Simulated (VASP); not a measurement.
# Ba (Fm-3m) in VASP: further runs, part 2 of 3

VASP 6.6.1.

## (3) Relaxation of cell and atoms, PBE

This run uses another cell than the first one, of 67.56 Å³/atom, 1.058 times its volume.

INCAR reads:

```
ALGO = Fast
EDIFF = 1E-6
EDIFFG = -0.005
ENCUT = 600
GGA = PE
IBRION = 2
ISIF = 3
ISMEAR = 0
LASPH = True
LCHARG = False
LREAL = False
LWAVE = False
NELM = 100
NSW = 100
PREC = Accurate
SIGMA = 0.1
```

KPOINTS reads:

```
k-points
0
Gamma
  12 12 12
```

POSCAR reads:

```
Ba
1.0
    0.0000000000      3.2326650028      3.2326650028
    3.2326650028      0.0000000000      3.2326650028
    3.2326650028      3.2326650028      0.0000000000
Ba
1
Direct
    0.0000000000      0.0000000000      0.0000000000
```

Potentials or basis: VASP PAW PBE potentials, release 64 (Ba_sv).

On the command line:

```sh
> cat potpaw_PBE.64/Ba_sv/POTCAR > POTCAR
> mpirun -np 1 vasp_std > vasp.out
```

OUTCAR:

```text
EDIFF = 1E-6
   EDIFFG = -0.005
   ENCUT = 600
   GGA = PE
   IBRION = 2
   ISIF = 3
   ISMEAR = 0
   LASPH = True
   LREAL = False
   NELM = 100
   NSW = 100
   PREC = Accurate

 ion  position               nearest neighbor table
   1  0.000  0.000  0.000-

  LATTYP: Found a face centered cubic cell.
 ALAT       =     6.4653300056

  Lattice vectors:

 A1 = (   0.0000000000,   3.2326650028,   3.2326650028)
 A2 = (   3.2326650028,   0.0000000000,   3.2326650028)
 A3 = (   3.2326650028,   3.2326650028,   0.0000000000)

Analysis of symmetry for initial positions (statically):
=====================================================================
 Subroutine PRICEL returns:
 Original cell was already a primitive cell.

 Routine SETGRP: Setting up the symmetry group for a
 face centered cubic supercell.

 Subroutine GETGRP returns: Found 48 space group operations
 (whereof 48 operations were pure point group operations)
 out of a pool of 48 trial point group operations.

The static configuration has the point symmetry O_h .

Analysis of symmetry for dynamics (positions and initial velocities):
=====================================================================
 Subroutine PRICEL returns:
 Original cell was already a primitive cell.

 Routine SETGRP: Setting up the symmetry group for a
 face centered cubic supercell.

 Subroutine GETGRP returns: Found 48 space group operations
 (whereof 48 operations were pure point group operations)
 out of a pool of 48 trial point group operations.

The dynamic configuration has the point symmetry O_h .

 Subroutine INISYM returns: Found 48 space group operations
 (whereof 48 operations are pure point group operations),
 and found     1 'primitive' translations

----------------------------------------------------------------------------------------

                                     Primitive cell

  volume of cell :      67.5635

  direct lattice vectors                    reciprocal lattice vectors
     0.000000000  3.232665003  3.232665003    -0.154671146  0.154671146  0.154671146
     3.232665003  0.000000000  3.232665003     0.154671146 -0.154671146  0.154671146
     3.232665003  3.232665003  0.000000000     0.154671146  0.154671146 -0.154671146

  length of vectors
     4.571678690  4.571678690  4.571678690     0.267898283  0.267898283  0.267898283

  position of ions in fractional coordinates (direct lattice)
     0.000000000  0.000000000  0.000000000

  ion indices of the primitive-cell ions
   primitive index   ion index
                 1           1

----------------------------------------------------------------------------------------

 KPOINTS: k-points

Automatic generation of k-mesh.
 Grid dimensions read from file:
 generate k-points for:   12   12   12

 Generating k-lattice:

  Cartesian coordinates                     Fractional coordinates (reciprocal lattice)
    -0.012889262  0.012889262  0.012889262     0.083333333  0.000000000  0.000000000
     0.012889262 -0.012889262  0.012889262     0.000000000  0.083333333  0.000000000
[... 48 lines left out ...]
 SYSTEM =  unknown system
   PREC   = accura    normal or accurate (medium, high low for compatibility)
   ISTART =      0    job   : 0-new  1-cont  2-samecut
   ICHARG =      2    charge: 1-file 2-atom 10-const
   ISPIN  =      1    spin polarized calculation?
   LNONCOLLINEAR =      F non collinear calculations
   LSORBIT =      F    spin-orbit coupling
   LASPH  =      T    aspherical Exc in radial PAW
   ENCUT  =  600.0 eV  44.10 Ry    6.64 a.u.   9.13  9.13  9.13*2*pi/ulx,y,z
   NELM   =    100;   NELMIN=  2; NELMDL= -5     # of ELM steps
   EDIFF  = 0.1E-05   stopping-criterion for ELM
   LREAL  =      F    real-space projection
   EDIFFG = -.5E-02   stopping-criterion for IOM
   NSW    =    100    number of steps for IOM
   IBRION =      2    ionic relax: 0-MD 1-quasi-New 2-CG
   NFREE  =      1    steps in history (QN), initial steepest desc. (CG)
   ISIF   =      3    stress and relaxation
   ISYM   =      2    0-nonsym 1-usesym 2-fastsym
   POTIM  = 0.5000    time-step for ionic-motion
   TEBEG  =    0.0;   TEEND  =   0.0 temperature during run
   PSTRESS=    0.0 pullay stress
   NELECT =      10.0000    total number of electrons
   NUPDOWN=      -1.0000    fix difference up-down
   EMIN   =  10.00;   EMAX   =-10.00  energy-range for DOS
   EFERMI =   0.00;   METHOD = LEGACY
   ISMEAR =     0;   SIGMA  =   0.10  broadening in eV -4-tet -1-fermi 0-gaus
   EFERMI_NEDOS =   21; number of points for ismear=-14 and -15
   IALGO  =     68    algorithm
   IMIX   =      4    mixing-type and parameters
     AMIX     =   0.40;   BMIX     =  1.00
     AMIX_MAG =   1.60;   BMIX_MAG =  1.00
  volume/ion in A,a.u.               =      67.56       455.94
  Fermi-wavevector in a.u.,A,eV,Ry     =   0.865973  1.636451 10.203124  0.749908
  Thomas-Fermi vector in A             =   1.984294
   LORBIT       =      0    0 simple, 1 ext, 2 COOP (PROOUT), +10 PAW based schemes
   GGA     = PE    functional components
   LHFCALC =     F    Hartree Fock is set to
   AEXX    =    0.0000 exact exchange contribution
   IVDW    =     0    specifies the selected vdW correction
   LEPSILON=     F    determine dielectric tensor
   LRPA    =     F    only Hartree local field effects (RPA)
 conjugate gradient relaxation of ions
 non-spin polarized calculation
 RMM-DIIS sequential band-by-band and
 Gauss-broadening in eV      SIGMA  =   0.10
  energy-cutoff  :      600.00
  volume of cell :       67.56
 maximum number of plane-waves:      2285
 NGX is ok and might be reduce to    40
   NGX = 19   NGY = 19   NGZ = 19

--------------------------------------- Ionic step        1  -------------------------------------------

 number of electron      10.0000000 magnetization

 number of electron       9.9999999 magnetization

 Free energy of the ion-electron system (eV)
  ---------------------------------------------------
  ext. energy  EPLUGINS =         0.00000000
  ---------------------------------------------------
  free energy    TOTEN  =        -1.89151300 eV

  energy without entropy =       -1.88304063  energy(sigma->0) =       -1.88727682

------------------------ aborting loop because EDIFF is reached ----------------------------------------

  FORCE on cell =-STRESS in cart. coord.  units (eV):
  Direction    XX          YY          ZZ          XY          YZ          ZX
  --------------------------------------------------------------------------------------
  -------------------------------------------------------------------------------------
  Total       -0.1629813     -0.1629813     -0.1629813      0.0000000      0.0000000     -0.0000000
  in kB       -3.8648813     -3.8648813     -3.8648813      0.0000000      0.0000000     -0.0000000
  external PRESSURE =      -3.8648813 kB  Pullay stress =       0.0000000 kB
[... 127 lines left out ...]
--------------------------------------- Ionic step        5  -------------------------------------------

 number of electron      10.0000000 magnetization

 Free energy of the ion-electron system (eV)
  ---------------------------------------------------
  ext. energy  EPLUGINS =         0.00000000
  ---------------------------------------------------
  free energy    TOTEN  =        -1.89552154 eV

  energy without entropy =       -1.88780954  energy(sigma->0) =       -1.89166554

 E-fermi :   1.6314     XC(G=0):  -7.3333

 val. band max:        1.6293761487   @ k =   0.5000   0.4167   0.0833
 cond. band min:       1.6320855789   @ k =  -0.4167   0.4167   0.0000
 fundamental gap:      0.0027094302
 Fermi energy:         1.6314330214

 k-point     1 :       0.0000    0.0000    0.0000
  band No.  band energies     occupation
      1     -27.3375      2.00000
      2     -12.3046      2.00000
      3     -12.3046      2.00000
      4     -12.3046      2.00000
      5      -1.1716      2.00000
      6       3.3519      0.00000
      7       3.3519      0.00000
      8       3.3519      0.00000
      9       4.8738      0.00000
[... 265 lines left out ...]
 k-point    24 :      -0.4167    0.1667    0.0000
  band No.  band energies     occupation
      1     -27.2979      2.00000
      2     -12.6910      2.00000
      3     -12.4396      2.00000
      4     -12.3766      2.00000
      5       1.0697      2.00000
      6       2.1953      0.00000
      7       2.8544      0.00000
      8       3.5754      0.00000
      9       5.6855      0.00000

 [... further k-points ...]

------------------------ aborting loop because EDIFF is reached ----------------------------------------

  FORCE on cell =-STRESS in cart. coord.  units (eV):
  Direction    XX          YY          ZZ          XY          YZ          ZX
  --------------------------------------------------------------------------------------
  -------------------------------------------------------------------------------------
  Total        0.0019954      0.0019954      0.0019954     -0.0000000     -0.0000000      0.0000000
  in kB        0.0495655      0.0495655      0.0495655     -0.0000000     -0.0000000      0.0000000
  external PRESSURE =       0.0495655 kB  Pullay stress =       0.0000000 kB
[... 16 lines left out ...]
  FREE ENERGIE OF THE ION-ELECTRON SYSTEM (eV)
  ---------------------------------------------------
  free  energy   TOTEN  =        -1.8955215403 eV

  energy  without entropy=       -1.8878095379  energy(sigma->0) =       -1.89166554

 reached required accuracy - stopping structural energy minimisation
```

OSZICAR:

```text
N       E                     dE             d eps       ncg     rms          rms(c)
DAV:   1     0.617284467270E+02    0.61728E+02   -0.45367E+03  1296   0.101E+03
DAV:   2     0.746474138006E+00   -0.60982E+02   -0.60168E+02  1627   0.153E+02
[... 48 lines left out ...]
DAV:   1    -0.189614100356E+01   -0.66203E-03   -0.18303E-02  1353   0.110E+00    0.108E-01
RMM:   2    -0.189564286095E+01    0.49814E-03   -0.76637E-04  1296   0.288E-01    0.525E-02
RMM:   3    -0.189549375730E+01    0.14910E-03   -0.85184E-04  1423   0.222E-01    0.113E-02
RMM:   4    -0.189551086085E+01   -0.17104E-04   -0.12709E-04  1526   0.669E-02    0.116E-02
RMM:   5    -0.189551148312E+01   -0.62227E-06   -0.16797E-05  1464   0.247E-02    0.159E-02
RMM:   6    -0.189552149640E+01   -0.10013E-04   -0.99370E-06  1161   0.182E-02    0.748E-03
RMM:   7    -0.189552154026E+01   -0.43857E-07   -0.22432E-06   929   0.997E-03
   5 F= -.18955215E+01 E0= -.18916655E+01  d E =-.400854E-02
```

Run time: 2.5 min. Hardware: 1 thread of Intel Xeon Platinum 8488C (Sapphire Rapids), shared host; peak memory 0.28 GiB.

What came out:

```yaml
Free_energy: -1.8955 eV
Relaxed_volume: 64.50 Å³/atom
Relaxed_cell: a = 4.502 Å, b = 4.502 Å, c = 4.502 Å, α = 60.00°, β = 60.00°, γ = 60.00°
Space_group_after_relaxing_to_0.05_Å: Fm-3m (No. 225)
Energy_gained_by_relaxing: 4.0 meV/atom
Ionic_steps: 5
Pressure_after_relaxing: 0.0 GPa
Band_gap_on_the_k_mesh: none (metal or under the smearing width)
```

The path:
```
step  energy change (eV)  largest force (eV/Å)  pressure (GPa)  volume (Å³)
   1              0.0000                0.0000           -0.39        67.56
   2             -0.0029                0.0000           -0.21        65.98
   3             -0.0040                0.0000            0.09        64.19
   4             -0.0040                0.0000           -0.06        64.71
   5             -0.0040                0.0000            0.00        64.50
```

Final structure:
```
Ba
1.0
     0.00000    3.18307    3.18307
     3.18307    0.00000    3.18307
     3.18307    3.18307    0.00000
Ba
1
Direct
  0.00000 0.00000 0.00000
```

## (4) Single point, PBE

This run uses another cell than the first one, of 67.56 Å³/atom, 1.058 times its volume.

INCAR reads:

```
PREC     = Accurate       # precision mode
ENCUT    = 520            # plane-wave cutoff, eV
EDIFF    = 1E-6           # SCF threshold, eV
ISMEAR   = 0              # smearing method
SIGMA    = 0.1            # smearing width, eV
LREAL    = F              # projectors in reciprocal space
LASPH    = T              # aspherical terms in the spheres
NELM     = 60             # most SCF steps
ALGO     = Normal         # electronic algorithm
ISIF     = 2              # what is computed and relaxed
LWAVE    = F              # write WAVECAR
LCHARG   = F              # write CHGCAR
GGA      = PE             # functional
NBANDS   = 11             # bands
```

KPOINTS reads:

```
Automatic mesh
0
Gamma
  6 6 6
```

POSCAR is that of step 3.

Potentials or basis: VASP PAW PBE potentials, release 64 (Ba_sv).

On the command line:

```sh
> cat potpaw_PBE.64/Ba_sv/POTCAR > POTCAR
> mpirun -np 1 vasp_std > vasp.out
```

OUTCAR:

```text
PREC = Accurate
   ENCUT = 520
   EDIFF = 1E-6
   ISMEAR = 0
   LREAL = F
   LASPH = T
   NELM = 60
   ISIF = 2
   GGA = PE

 ion  position               nearest neighbor table
   1  0.000  0.000  0.000-

  LATTYP: Found a face centered cubic cell.
 ALAT       =     6.4653300056

  Lattice vectors:

 A1 = (   0.0000000000,   3.2326650028,   3.2326650028)
 A2 = (   3.2326650028,   0.0000000000,   3.2326650028)
 A3 = (   3.2326650028,   3.2326650028,   0.0000000000)

Analysis of symmetry for initial positions (statically):
=====================================================================
 Subroutine PRICEL returns:
 Original cell was already a primitive cell.

 Routine SETGRP: Setting up the symmetry group for a
 face centered cubic supercell.

 Subroutine GETGRP returns: Found 48 space group operations
 (whereof 48 operations were pure point group operations)
 out of a pool of 48 trial point group operations.

The static configuration has the point symmetry O_h .

[... 154 lines left out ...]
 cond. band min:       1.5719186906   @ k =   0.5000   0.3333   0.0000
 fundamental gap:      0.0750570754
 Fermi energy:         1.5431462495

 k-point     1 :       0.0000    0.0000    0.0000
  band No.  band energies     occupation
      1     -27.5529      2.00000
      2     -12.5425      2.00000
      3     -12.5425      2.00000
      4     -12.5425      2.00000
      5      -1.2912      2.00000
      6       3.1620      0.00000
      7       3.1620      0.00000
      8       3.1620      0.00000
      9       4.6047      0.00000
     10       4.6047      0.00000
     11       7.2938      0.00000
[... 197 lines left out ...]
 k-point    16 :      -0.3333    0.5000    0.1667
  band No.  band energies     occupation
      1     -27.5140      2.00000
      2     -12.8336      2.00000
      3     -12.7283      2.00000
      4     -12.6778      2.00000
      5       1.1777      2.00000
      6       1.7023      0.02442
      7       2.6003      0.00000
      8       4.0213      0.00000
      9       6.0334      0.00000
     10       6.5917      0.00000
     11       6.7504      0.00000

------------------------ aborting loop because EDIFF is reached ----------------------------------------

  FORCE on cell =-STRESS in cart. coord.  units (eV):
  Direction    XX          YY          ZZ          XY          YZ          ZX
  --------------------------------------------------------------------------------------
  -------------------------------------------------------------------------------------
  Total       -0.1632035     -0.1632035     -0.1632035     -0.0000000     -0.0000000     -0.0000000
  in kB       -3.8701515     -3.8701515     -3.8701515     -0.0000000     -0.0000000     -0.0000000
  external PRESSURE =      -3.8701515 kB  Pullay stress =       0.0000000 kB

 VOLUME and BASIS-vectors are now :
 -----------------------------------------------------------------------------
  energy-cutoff  :      520.00
  volume of cell :       67.56
      direct lattice vectors                 reciprocal lattice vectors
     0.000000000  3.232665003  3.232665003    -0.154671146  0.154671146  0.154671146
     3.232665003  0.000000000  3.232665003     0.154671146 -0.154671146  0.154671146
     3.232665003  3.232665003  0.000000000     0.154671146  0.154671146 -0.154671146

 POSITION                                       TOTAL-FORCE (eV/Angst)
 -----------------------------------------------------------------------------------
      0.00000      0.00000      0.00000         0.000000      0.000000      0.000000
 -----------------------------------------------------------------------------------
    total drift:                               -0.000000      0.000000      0.000000

  FREE ENERGIE OF THE ION-ELECTRON SYSTEM (eV)
  ---------------------------------------------------
  free  energy   TOTEN  =        -1.8737072016 eV

  energy  without entropy=       -1.8523116771  energy(sigma->0) =       -1.86300944
```

stdout:

```text
POSCAR found type information on POSCAR Ba
 POSCAR found :  1 types and       1 ions
 scaLAPACK will be used
 LDA part: xc-table for (Slater+PW92), standard interpolation
 POSCAR, INCAR and KPOINTS ok, starting setup
 FFT: planning ... GRIDC
 FFT: planning ... GRID_SOFT
 FFT: planning ... GRID
 WAVECAR not read
 entering main loop
```

It took 4.8 s on 1 thread of Intel Xeon 6975P-C (Granite Rapids), shared host; peak memory 0.19 GiB.

What came out:

```
Free energy            : -1.8737 eV
Pressure               : -0.4 GPa
Band gap on the k mesh : none (metal or under the smearing width)
```

Levels at points of the mesh, in eV from the Fermi level:
```tsv
k point	band 3	band 4	band 5	band 6	band 7	band 8
(0.00, 0.00, 0.00)	-14.09	-14.09	-2.83	1.62	1.62	1.62
(0.50, 0.00, 0.00)	-14.13	-14.13	-1.01	0.79	1.49	1.49
(0.50, 0.50, 0.00)	-14.22	-14.22	-0.83	-0.20	1.73	4.17
```

(Continued in part 3 of 3.)
